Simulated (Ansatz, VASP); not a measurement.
## MgS in VASP and in Ansatz

The input INCAR:

```
SYSTEM = MgS
PREC = Accurate ; ENCUT = 520
EDIFF = 1E-6 ; ISMEAR = -1
SIGMA = 0.03 ; LREAL = .False.
LASPH = .True. ; NELM = 80
ALGO = Normal ; ISIF = 2
LWAVE = .False. ; LCHARG = .False.
GGA = PE ; NBANDS = 11
```

File KPOINTS:

```
Automatic mesh
0
Gamma
  10 10 10
  0 0 0
```

Contents of POSCAR:

```
MgS
1.0
    0.0000000000      2.6016500000      2.6016500000
    2.6016500000      0.0000000000      2.6016500000
    2.6016500000      2.6016500000      0.0000000000
Mg S
1 1
Direct
    0.0000000000      0.0000000000      0.0000000000
    0.5000000000      0.5000000000      0.5000000000
```

Input for Ansatz:

```yaml
crystal:
  lattice:
    - [0.0, 2.60165, 2.60165]
    - [2.60165, 0.0, 2.60165]
    - [2.60165, 2.60165, 0.0]
  atoms:
    - { symbol: Mg, position: [0.0, 0.0, 0.0] }
    - { symbol: S, position: [0.5, 0.5, 0.5] }
kpoints:
  mp_grid: { grid: [10, 10, 10] }
scf:
  occupations: { method: fermi_dirac, width: 0.03 }
hamiltonian:
  xc: pbe
  pseudopotentials: { kind: all_electron, lapw: { basis_error: 0.01 } }
output:
  forces: true
  stress: true
  eigenvalues: true
```

Alike in both runs: task single point; functional PBE; k mesh 10 × 10 × 10; occupations fermi-dirac, width 0.03 eV; no spin polarisation.

```csv
,VASP,Ansatz
version,VASP 6.6.1,Ansatz 0.2.0
potentials or method,"VASP PAW PBE potentials, release 64 (Mg, S)","all-electron LAPW, scalar-relativistic"
plane-wave cutoff (eV),520,see its input
```

Ansatz gave:

```
gap on the k mesh at the Fermi level (eV) : 2.79
pressure (GPa)                            : 1.2
```

Q: What did VASP give for the same quantities?

A: gap on the k mesh at the Fermi level (eV): 2.78; pressure (GPa): 0.9.

Ansatz ran all-electron here, so the differences hold the error of VASP's frozen core and of both bases.

A k mesh can miss the band edges. Expect the measured gap to be larger: semilocal functionals such as PBE lack the derivative discontinuity.
